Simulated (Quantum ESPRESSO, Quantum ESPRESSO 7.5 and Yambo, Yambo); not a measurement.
**GaP (F-43m): a self-consistent loop beyond G0W0, cycle by cycle**

How far does self-consistency move the gap of GaP (F-43m)?

Main program and level: Quantum ESPRESSO 7.5 and Yambo 5.3.0; PBE and many-body steps on it, plane waves.

**Experimental background.**

- Gap 2.25 ± 0.04 eV: optical gap from Tauc plot (fundamental, indirect); spectroscopic ellipsometry, Tauc-Lorentz fit and Tauc plot; 300 K; film (GaP layer on Si reference sample) on Si (“Assessment of GaPSb/Si tandem material association properties for photoelectrochemical cells”, 2020, arxiv:2002.02774).

### 1. The starting structure

Symmetry: F-43m, No. 216, cubic system. The conventional cell has a = 5.450 Å, b = 5.450 Å, c = 5.450 Å, α = 90.00°, β = 90.00°, γ = 90.00°. Ga has 4 P at 2.36 Å nearest. Nearest to P lie 4 Ga at 2.36 Å. Farther neighbours are not listed.

Structure file:

```cif
data_structure
_symmetry_space_group_name_H-M 'P 1'
_symmetry_Int_Tables_number 1
_cell_length_a 3.8541
_cell_length_b 3.8541
_cell_length_c 3.8541
_cell_angle_alpha 60.000
_cell_angle_beta 60.000
_cell_angle_gamma 60.000
_cell_volume 40.48
loop_
_atom_site_label
_atom_site_type_symbol
_atom_site_fract_x
_atom_site_fract_y
_atom_site_fract_z
_atom_site_occupancy
Ga1 Ga 0.00000 0.00000 0.00000 1
P2 P 0.25000 0.25000 0.25000 1
```

The cell and positions come from the Crystallography Open Database and are kept as given unless a step says otherwise.

### 2. Empty states on the mesh, 4×4×4 mesh, 141 bands

This step: Quantum ESPRESSO 7.5; DFT, PBE, plane waves, norm-conserving pseudopotentials.

The sums over transitions need many empty states on a uniform mesh; this step solves for them.

The input, pw.in:

```
&control
  calculation = 'nscf'
  prefix = 'x'
  outdir = 'o'
  pseudo_dir = 'pseudo'
/
&system
  ibrav = 0
  nat = 2
  ntyp = 2
  ecutwfc = 104.0
  nbnd = 141
  force_symmorphic = .true.
/
&electrons
  conv_thr = 1e-9
  electron_maxstep = 80
  diago_full_acc = .true.
  diago_thr_init = 5e-6
/
ATOMIC_SPECIES
  Ga 69.723 Ga.upf
  P 30.974 P.upf
CELL_PARAMETERS angstrom
  0.0000000000 2.7252500000 2.7252500000
  2.7252500000 0.0000000000 2.7252500000
  2.7252500000 2.7252500000 0.0000000000
ATOMIC_POSITIONS crystal
  Ga 0.0000000000 0.0000000000 0.0000000000
  P 0.2500000000 0.2500000000 0.2500000000
K_POINTS automatic
  4 4 4 0 0 0
```

Command:

```console
> OMP_NUM_THREADS=1 mpirun -n 4 pw.x -nk 4 -in pw.in > pw.out
```

The log of the run:

```text
Program PWSCF v.7.5 starts

     This program is part of the open-source Quantum ESPRESSO suite
     for quantum simulation of materials; please cite
         "P. Giannozzi et al., J. Phys.:Condens. Matter 21 395502 (2009);
         "P. Giannozzi et al., J. Phys.:Condens. Matter 29 465901 (2017);
         "P. Giannozzi et al., J. Chem. Phys. 152 154105 (2020);
     in publications or presentations arising from this work. More details at

     Atomic positions and unit cell read from directory:
     o/x.save/

     Message from routine setup:
[...]
73.2092  75.8608  75.8608  76.0942  76.2736  76.2736  77.2919  79.4084
     [... 6 further rows ...]
   114.4791 114.6481 114.6481 115.8646 116.1635 116.1635 118.1900 118.1900
   118.7901 121.4459 121.4459 122.2177 123.4261

          k = 0.3536 0.0000 0.0000 (  4865 PWs)   bands (ev):

     [... further k-points ...]

     highest occupied, lowest unoccupied level (ev):     8.2046    9.8577

     XML data file, pseudopotentials, collected wavefunctions

=------------------------------------------------------------------------------=
   JOB DONE.
=------------------------------------------------------------------------------=
```

The job ended after 12 s (4 MPI ranks of Arm Neoverse V1, shared host; peak memory 0.44 GiB).

Numbers from this step:

* gap: 1.653 eV
* k of the valence top: 0, 0, 0
* k of the conduction bottom: 0, -0.5, -0.5
* least direct gap: 1.818 eV
* k points computed: 8
* lowest point of the top converged band, above the valence top: 110.8948 eV

On this mesh the gap is 1.653 eV.

The density comes from a self-consistent run that is not shown.

### 3. Conversion and set-up

This step: Yambo 5.3.0; conversion and set-up on PBE, plane waves, norm-conserving pseudopotentials.

The states are converted to the many-body program's format and the q mesh is built.

Command:

```console
> (cd o/x.save; p2y > p2y.log; mv SAVE ../..); yambo > setup.log
```

The log of the run:

```text
 Yambo, version 5.3.0

 [02] CORE Variables Setup
 =========================

  [02.01] Unit cells
  ==================

  Cell kind             :  FCC
  Atoms in the cell     :  Ga  P
  number of Ga atoms    :  1
  number of P  atoms    :  1

  List of atomic masses
  Mass of Ga    :  69.72300
  Mass of P     :  30.97400

  List of atomic coordinates    : [cc]
  Ga1       :  0.000000  0.000000  0.000000  order 1
  P1       :  2.574988  2.574988  2.574988  order 2

  Alat factors          :  5.149976  5.149976  5.149976 [a.u.]
  Direct lattice volume :  273.1780 [a.u.]
[...]
==========================================

 IBZ Q-points                                      :   8
 BZ  Q-points                                      :   64

 K/Q-points units:
 rlu = crystal or reduced units; cc = cartesian coordinates; iku = interal k-units

 Q [1]          [rlu]:  0.000000  0.000000  0.000000
 Q [2]          [rlu]: -0.25926E-17 -0.25926E-17  0.25000
 Q [3]          [rlu]:  0.51853E-17  0.51853E-17 -0.50000
[...]
Q [7]          [rlu]: -0.34504E-17 -0.50000     -0.50000
 Q [8]          [rlu]:  0.250000 -0.500000 -0.250000

  [03.01] X indexes
  =================

   [03.01.01] Sigma indexes
   ========================

 [06] Game Over & Game summary
```

Wall time 3.1 s (1 MPI rank); peak memory 0.25 GiB.

### 4. G0W0

G0W0 replaces the xc potential by the self-energy, built once from these orbitals. Only a window of levels is corrected, while the sums run over the empty bands that the input names.

This step: G0W0 on PBE, plane waves, norm-conserving pseudopotentials.

The input, gw1.in:

```
HF_and_locXC
gw0
dyson
ppa
em1d
rim_cut
RandQpts= 1000000
RandGvec= 1 RL
EXXRLvcs= 104 Ry
VXCRLvcs= 416 Ry
Chimod= "HARTREE"
% BndsRnXp
 1 | 141 |
%
NGsBlkXp= 15.5 Ry
% LongDrXp
 1 | 1 | 1 |
%
% GbndRnge
 1 | 141 |
%
DysSolver= "n"
ExtendOut
PPAPntXp= 27.21138 eV
% QPkrange
 1 | 8 | 10 | 17 |
%
```

Command:

```console
> OMP_NUM_THREADS=1 mpirun -n 4 yambo -F gw1.in -J gw1 -C gw1 > gw1.log
```

The log of the run:

```text
 Yambo, version 5.3.0

 [02] CORE Variables Setup
 =========================

  [... cell, symmetries and grids as in the set-up ...]

  [02.05] Energies & Occupations
  ==============================

  [X] === General ===
  [X] Electronic Temperature                        :  0.000000  0.000000 [eV K]
  [X] Bosonic    Temperature                        :  0.000000  0.000000 [eV K]
  [X] Finite Temperature mode                       : no
  [X] El. density                                   :  0.64228E+24 [cm-3]
  [X] Fermi Level                                   :  8.204632 [eV]

  [X] === Gaps and Widths ===
  [X] Conduction Band Min                           :  1.653057 [eV]
  [X] Valence Band Max                              :  0.000000 [eV]
  [X] Filled Bands                                  :  13
  [X] Empty Bands                                   :   14  141
  [X] Direct Gap                                    :  1.817542 [eV]
  [X] Direct Gap localized at k                     :  1
  [X] Indirect Gap                                  :  1.653057 [eV]
  [X] Indirect Gap between kpts                     :   1   7
  [X] Last valence band width                       :  3.419264 [eV]
  [X] 1st conduction band width                     :  3.048655 [eV]

 [03] Transferred momenta grid and indexing
 ==========================================

 IBZ Q-points                                      :   8
 BZ  Q-points                                      :   64

 K/Q-points units:
 rlu = crystal or reduced units; cc = cartesian coordinates; iku = interal k-units

 Q [1]          [rlu]:  0.000000  0.000000  0.000000
 Q [2]          [rlu]: -0.25926E-17 -0.25926E-17  0.25000
 Q [3]          [rlu]:  0.51853E-17  0.51853E-17 -0.50000
 Q [4]          [rlu]:  0.17252E-17  0.25000      0.25000
 Q [5]          [rlu]:  0.64517E-16  0.25000      0.50000
 Q [6]          [rlu]:  0.51853E-17  0.25000     -0.25000
 Q [7]          [rlu]: -0.34504E-17 -0.50000     -0.50000
 Q [8]          [rlu]:  0.250000 -0.500000 -0.250000

 [04] Coloumb potential Random Integration (RIM)
 ===============================================

  [04.01] RIM initialization
  ==========================

  * Diagonal components only detected *

  8 x (sBL volume)        :  0.113502 [a.u.]
  sBZ random points       :  1000000
  Points outside the sBZ  :   7987327
  RL volume               :  0.908017 [a.u.]
  Integrated volume       :  0.909458 [a.u.]

  [04.02] RIM integrals
  =====================

  Gamma point sphere radius             :  0.087825 [a.u.]
  Points outside the sphere             :   799513
  [Int_sBZ(q=0) 1/q^2]*(Vol_sBZ)^(-1/3) =:  7.764325
                                 should be <:  7.795600

  Summary of Coulomb integrals for non-metallic bands |Q|[au] RIM/Bare

  Q [1] 0.100000E-4 0.995988 * Q [2] 0.264147 1.066458
  Q [4] 0.305010 1.065091 * Q [6] 0.431350 1.027253
  Q [5] 0.505803 1.020682 * Q [3] 0.528294 1.017918
  Q [7] 0.610021 1.014689 * Q [8] 0.682024 1.011759

 [05] Dipoles
 ============

  [05.01] Setup: observables and procedures
  =========================================

 [06] Dynamic Dielectric Matrix (PPA)
 ====================================

 [WR./gw1//ndb.pp]---------------------------------------------------------------
  Brillouin Zone Q/K grids (IBZ/BZ)                :    8   64    8   64
  RL vectors                                       :   5961 [WF]
  Coulomb cutoff potential                         : none
  Electronic Temperature                           :  0.000000 [K]
  Bosonic    Temperature                           :  0.000000 [K]
  PPA    diel. fun.  energies                      : Perdew, Burke & Ernzerhof(X)+Perdew, Burke & Ernzerhof(C)
  wavefunctions                                    : Perdew, Burke & Ernzerhof(X)+Perdew, Burke & Ernzerhof(C)
  Global Gauge                                     : length
  X matrix size                                    :  307
  X band range                                     :    1  141
  X e/h energy range                               : -1.000000 -1.000000 [eV]
  X Time ordering                                  : R
  X Hxc Kernel                                     : HARTREE
  X Drude frequency                                :  0.000000  0.000000
  X poles                                          :  100.0000 [o/o]
  RL vectors in the sum                            :   5961
  [r,Vnl] included                                 : yes
  Field direction                                  :  0.577350E-5  0.577350E-5  0.577350E-5
  BZ energy Double Grid                            : no
  BZ energy DbGd points                            : 0
  BZ Q point size factor                           : -1.000000
  X Optical Averaged directions                    : none

 [07] Local Exchange-Correlation + Non-Local Fock
 ================================================

 [VXC] Plane waves :   39189
 [EXS] Plane waves :   4957

 QP @ state[ 1 ] K range:   1   8
 QP @ state[ 1 ] b range:  10  17

 [xc] Functional : Perdew, Burke & Ernzerhof(X)+Perdew, Burke & Ernzerhof(C)
 [xc] LIBXC used to calculate xc functional
  PP Number of Atomic Species                      :  2
  NLCC RL compoments                               :   39189
  PP Number of Atomic Species                      :  2
  NLCC RL compoments                               :   39189

 [xc] E_xc :  -23.20666 [Ha]
      E_xc :  -46.41333 [Ry]

  Local XC kind (lXC) : Perdew, Burke & Ernzerhof(X)+Perdew, Burke & Ernzerhof(C)
  Non-Local XC kind (nlXC) : Hartree-Fock

  Corrections @ K [1] :  [eV]
 <10|nlXC|10> = -19.09617  0.99594E-17 <10|lXC|10> = -11.84618 -0.35399E-16
 <11|nlXC|11> = -15.17883  0.10134E-16 <11|lXC|11> = -13.29395  0.18881E-15
 <12|nlXC|12> = -15.17873 -0.27623E-16 <12|lXC|12> = -13.29395  0.94353E-16
 <13|nlXC|13> = -15.17871  0.19706E-16 <13|lXC|13> = -13.29395 -0.18516E-19
 <14|nlXC|14> = -8.162743 -0.21078E-18 <14|lXC|14> = -12.70030  0.94296E-16
 <15|nlXC|15> = -6.788098 -0.33010E-17 <15|lXC|15> = -11.36385  0.13257E-18
[...]
Corrections @ K [2] :  [eV]
[...]
Corrections @ K [3] :  [eV]
[...]
Corrections @ K [4] :  [eV]
[...]
Corrections @ K [5] :  [eV]
[...]
[... 2 further k-points ...]
  Corrections @ K [8] :  [eV]
[...]
<15|nlXC|15> = -7.299356 -0.21828E-17 <15|lXC|15> = -12.51870  0.17688E-16
 <16|nlXC|16> = -5.760399  0.20355E-17 <16|lXC|16> = -11.06626 -0.18892E-15
 <17|nlXC|17> = -5.723992 -0.22195E-17 <17|lXC|17> = -10.53552  0.70861E-16

  [07.01] Hartree-Fock occupations report
  =======================================

  [Hartree-Fock] === General ===
  [Hartree-Fock] Electronic Temperature             :  0.000000  0.000000 [eV K]
  [Hartree-Fock] Bosonic    Temperature             :  0.000000  0.000000 [eV K]
  [Hartree-Fock] Finite Temperature mode            : no
  [Hartree-Fock] El. density                        :  0.64228E+24 [cm-3]
  [Hartree-Fock] Fermi Level                        :  8.204632 [eV]

  [Hartree-Fock] === Gaps and Widths ===
  [Hartree-Fock] Conduction Band Min                :  5.435879 [eV]
  [Hartree-Fock] Valence Band Max                   : -1.884758 [eV]
  [Hartree-Fock] Filled Bands                       :  13
  [Hartree-Fock] Empty Bands                        :   14  141
  [Hartree-Fock] Direct Gap                         :  8.239852 [eV]
  [Hartree-Fock] Direct Gap localized at k          :  1
  [Hartree-Fock] Indirect Gap                       :  7.320637 [eV]
  [Hartree-Fock] Indirect Gap between kpts          :   1   7
  [Hartree-Fock] Last valence band width            :  4.426130 [eV]
  [Hartree-Fock] 1st conduction band width          :  3.656115 [eV]

 [08] Dyson equation: Newton solver
 ==================================

  [08.01] G0W0 (W PPA)
  ====================

  [  GW  ] Bands range     :    1  141
  [GW/PPA] G damping       :  0.100000 [eV]

  QP @ state[ 1 ] K range:   1   8
  QP @ state[ 1 ] b range:  10  17

   Sc/G bands                                       :    1  141
   Sc/G damping                                     :  0.100000 ev
   Sc bands terminator                              : no
   Sx RL components                                 :   4957

   QP @ state[ 1 ] K range                          :   1   8
   QP @ state[ 1 ] b range                          :  10  17
   GF energies kind                                 : Perdew, Burke & Ernzerhof(X)+Perdew, Burke & Ernzerhof(C)
   GF WF`s kind                                     : Perdew, Burke & Ernzerhof(X)+Perdew, Burke & Ernzerhof(C)
   Xs energies kind                                 : Perdew, Burke & Ernzerhof(X)+Perdew, Burke & Ernzerhof(C)
   Xs WF`s kind                                     : Perdew, Burke & Ernzerhof(X)+Perdew, Burke & Ernzerhof(C)

 [11] Game Over & Game summary
```

Run time: 11 min. Hardware: 4 MPI ranks; peak memory 1.9 GiB; 42 min of CPU time.

Numbers from this step:

```
G0W0 gap on the mesh                         : 2.285 eV
starting gap on the mesh                     : 1.653 eV
k of the valence top                         : 0, 0, 0
k of the conduction bottom                   : 0, -0.5, -0.5
least direct G0W0 gap on the computed points : 2.691 eV
Z at the valence top                         : 0.7842
Z at the conduction bottom                   : 0.8088
```

The gap on the mesh goes from 1.65 eV to 2.29 eV, a correction of +0.63 eV.

### 5. evGW0, cycle 1

This step: evGW0 on PBE, plane waves, norm-conserving pseudopotentials.

gw2.in, as its differences from gw1.in of step 4:

```diff
@@ -27 +27,2 @@
 %
+GfnQPdb= "E < ./gw1/ndb.QP"
```

Command:

```console
> OMP_NUM_THREADS=1 mpirun -n 4 yambo -F gw2.in -J gw2,gw1_W -C gw2 > gw2.log
```

The log of the run:

```text
 Yambo, version 5.3.0

 [02] CORE Variables Setup
 =========================

  [... cell, symmetries and grids as in the set-up ...]

  [02.05] Energies & Occupations
  ==============================

  [X] === General ===
  [X] Electronic Temperature                        :  0.000000  0.000000 [eV K]
  [X] Bosonic    Temperature                        :  0.000000  0.000000 [eV K]
  [X] Finite Temperature mode                       : no
  [X] El. density                                   :  0.64228E+24 [cm-3]
  [X] Fermi Level                                   :  8.204632 [eV]

  [X] === Gaps and Widths ===
  [X] Conduction Band Min                           :  1.653057 [eV]
  [X] Valence Band Max                              :  0.000000 [eV]
  [X] Filled Bands                                  :  13
  [X] Empty Bands                                   :   14  141
  [X] Direct Gap                                    :  1.817542 [eV]
  [X] Direct Gap localized at k                     :  1
  [X] Indirect Gap                                  :  1.653057 [eV]
  [X] Indirect Gap between kpts                     :   1   7
  [X] Last valence band width                       :  3.419264 [eV]
  [X] 1st conduction band width                     :  3.048655 [eV]

 [03] Transferred momenta grid and indexing
 ==========================================

 IBZ Q-points                                      :   8
 BZ  Q-points                                      :   64

 K/Q-points units:
 rlu = crystal or reduced units; cc = cartesian coordinates; iku = interal k-units

 Q [1]          [rlu]:  0.000000  0.000000  0.000000
 Q [2]          [rlu]: -0.25926E-17 -0.25926E-17  0.25000
 Q [3]          [rlu]:  0.51853E-17  0.51853E-17 -0.50000
[...]
[G+QP] Indirect Gap                               :  2.285297 [eV]
  [G+QP] Indirect Gap between kpts                  :   1   7
  [G+QP] Last valence band width                    :  3.509888 [eV]
  [G+QP] 1st conduction band width                  :  3.062243 [eV]

  [coarse-grid] Minimum Bare Gap        [ev]:  1.653057
  [coarse-grid] Minimum Gap Correction  [ev]:  0.632240

  Eqp @ K [1]
  -141.0814  -92.6277  -92.6277  -92.6277  -14.3775  -14.3775  -14.3775  -14.2821
   -14.2821     -12.3445    -0.311596E-4   0.00000    -0.121209E-4   2.69139      4.81479      4.81482
    4.81481   9.66741  10.58469  10.58469  13.31950  13.31950  13.31950  16.72571
[...]
Eqp @ K [2]
[...]
Eqp @ K [3]
[...]
Eqp @ K [4]
[...]
Eqp @ K [5]
[...]
[... 2 further k-points ...]
  Eqp @ K [8]
[...]
6.93639  12.45135  12.68169  14.53640  14.71866  17.50313  19.63761  20.03445
   20.31290  20.34825  21.72860  22.31817  25.23901  26.96720  27.39825  28.76375

 [07] Dipoles
 ============

  [07.01] Setup: observables and procedures
  =========================================

 [08] Dynamic Dielectric Matrix (PPA)
 ====================================

   Sc/G bands                                       :    1  141
   Sc/G damping                                     :  0.100000 ev
   Sc bands terminator                              : no
   Sx RL components                                 :   4957

   QP @ state[ 1 ] K range                          :   1   8
   QP @ state[ 1 ] b range                          :  10  17
   GF energies kind                                 : Perdew, Burke & Ernzerhof(X)+Perdew, Burke & Ernzerhof(C)+ E < ./gw1/ndb.QP + @E Fit
   GF WF`s kind                                     : Perdew, Burke & Ernzerhof(X)+Perdew, Burke & Ernzerhof(C)
   Xs energies kind                                 : Perdew, Burke & Ernzerhof(X)+Perdew, Burke & Ernzerhof(C)
   Xs WF`s kind                                     : Perdew, Burke & Ernzerhof(X)+Perdew, Burke & Ernzerhof(C)

 [13] Game Over & Game summary
```

Run time: 9.1 min. Hardware: 4 MPI ranks; peak memory 1.8 GiB.

Numbers from this step:

- quasiparticle gap on the mesh: 2.349 eV
- gap of the density functional on the mesh: 1.653 eV
- k of the valence top: 0, 0, 0
- k of the conduction bottom: 0, -0.5, -0.5
- least direct quasiparticle gap on the computed points: 2.782 eV
- Z at the valence top: 0.7870
- Z at the conduction bottom: 0.8170

Against G0W0 in Yambo (4×4×4 mesh, 141 bands, screening to 210.9 eV, Godby-Needs plasmon pole), the gap moves by +0.064 eV.

The program's own table gives 2.464 eV, which is too large where the input levels are shifted: this version takes Σc at the unshifted level E₀, yet steps from the shifted one. The value above is the Newton step from E₀, E₀ + Z(Σc + Σx − Vxc), rebuilt from the printed columns.

[end of part 1 of 2]

[Paths, hosts, dates, memory and timing lines, banners, echoed tables and standing remarks are left out of the program output.]

[Logs are printed without paths, hosts, clocks, repeated set-up lines and the standing remarks that a program may print on its own settings, such as how far it seeks lower states.]

[Runs of the session that timed out or met a known fault of the program may be left out.]

[Hosts, paths, dates, database ids (printed as entryN), source tags and the programs' standing remarks are cut or masked in the printed files.]
